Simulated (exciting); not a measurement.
Input of an exciting (release sodium) run:

input.xml

```xml
<input>
  <title>P</title>
  <structure speciespath="./" tshift="false">
    <crystal scale="1">
      <basevect>-3.196490718513 4.752973078731 3.512895297641</basevect>
      <basevect>3.196490718513 -4.752973078731 3.512895297641</basevect>
      <basevect>3.196490718513 4.752973078731 -3.512895297641</basevect>
    </crystal>
    <species speciesfile="P.xml" rmt="2">
      <atom coord="0.696690890000 0.946690890000 0.750000000000"/>
      <atom coord="0.303309110000 0.053309110000 0.250000000000"/>
    </species>
  </structure>
  <groundstate do="fromscratch" ngridk="7 7 7" rgkmax="6.5" gmaxvr="14" lmaxapw="10" lmaxmat="10" lmaxvr="8" xctype="GGA_PBE_SOL" stype="Gaussian" swidth="0.00036749" nempty="10" ValenceRelativity="iora*" epsengy="1e-05" epspot="1e-05" maxscl="60" tforce="true" outputlevel="low"/>
  <properties>
    <chargedensityplot>
      <plot3d>
        <box grid="18 18 18">
          <origin coord="0 0 0"/>
          <point coord="1 0 0"/>
          <point coord="0 1 0"/>
          <point coord="0 0 1"/>
        </box>
      </plot3d>
    </chargedensityplot>
    <elfplot>
      <plot3d>
        <box grid="18 18 18">
          <origin coord="0 0 0"/>
          <point coord="1 0 0"/>
          <point coord="0 1 0"/>
          <point coord="0 0 1"/>
        </box>
      </plot3d>
    </elfplot>
    <exccplot>
      <plot3d>
        <box grid="18 18 18">
          <origin coord="0 0 0"/>
          <point coord="1 0 0"/>
          <point coord="0 1 0"/>
          <point coord="0 0 1"/>
        </box>
      </plot3d>
    </exccplot>
  </properties>
</input>
```

Potentials or basis: all-electron LAPW+lo, shipped species files, valence relativity iora*.

Run with:

```bash
$ OMP_NUM_THREADS=1 exciting_smp
```

(1) Estimate the band gap on the k mesh.

(2) Predict the largest force.

Results:

(1) none (metal or under the smearing width).

(2) 0.420 eV/Å.
